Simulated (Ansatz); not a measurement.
Computed properties of MnO

```
CELL_PARAMETERS angstrom
3.37170 0.00000 0.00000
-1.68585 2.91998 0.00000
0.00000 0.00000 5.38550
ATOMIC_POSITIONS crystal
Mn 0.33333 0.66667 0.01096
Mn 0.66667 0.33333 0.51096
O 0.33333 0.66667 0.37547
O 0.66667 0.33333 0.87547
```

Atom numbers follow the list: Mn1, Mn2, O3, O4.

The cell comes from COD entry 4117966, which wasn't checked; take it as a given geometry.

Semilocal functionals without U often leave such compounds metallic or with too small a gap, and the real magnetic order may differ.

Runs of this kind can end on a higher state of the open shell or of the magnetic order, so this needn't be the ground state of the method.

Levels of theory: DFT, PBEsol, all-electron LAPW, scalar-relativistic (Ansatz 0.2.0); DFT, PBEsol, PAW with Ansatz's default frozen-core files, scalar-relativistic (Ansatz 0.2.0); DFT, PBEsol, all-electron PAW with datasets made for the crystal, scalar-relativistic (Ansatz 0.2.0).

For LAPW: a Γ-centred 14×14×8 k mesh, Fermi–Dirac smearing of 0.05 eV, basis error target 0.5 meV/atom, spin-polarised from start moments Mn1 4, Mn2 4 μB. PAW takes a cutoff of 420 eV at this cell (files made with PBE, cores remade for this functional). The crystal-made all-electron datasets (AE datasets) take a cutoff of 460 eV at this cell. The Ansatz runs share mesh, smearing and spin set-up. Values come from LAPW unless marked.

| Property | Result |
| --- | --- |
| Pressure at this cell | 0.81 GPa |
| Volume per atom | 13.26 Å³ |

Q: Predict this quantity. Contact hyperfine fields (crystal-made datasets).

A: Mn1 -19.4, O3 15.6 T, core polarisation included, positive along the moment of the spin-up electrons.

Q: Predict this quantity. Moments in the spheres.

A: Mn1 4.20, O3 0.22 μB.

Q: Predict this quantity. Moment of the cell.

A: 9.99 μB.

Q: Give the computed value. Stress xx, yy, zz (compression positive).

A: -1.61, -1.61, 5.64 GPa.

Q: Predict this quantity. Band gap.

A: None at this level of theory (metallic, semimetallic, or a small gap that the functional closes).

Q: Density of states at the Fermi level (0.2 eV bin): what does the calculation give?

A: 0.23 states/eV per cell.

Q: Predict this quantity. Löwdin charges (with 0.31 e of the cell spilling out of the atomic basis, so their sizes and signs hang on that basis).

A: Mn1 1.20, O3 -1.05 e.

Q: Predict this quantity. Bader charges (from the PAW run).

A: Mn1 +1.34, O3 -1.34 e.

Q: Give the computed value. Largest force.

A: 0.01145 Ha/bohr on O3.
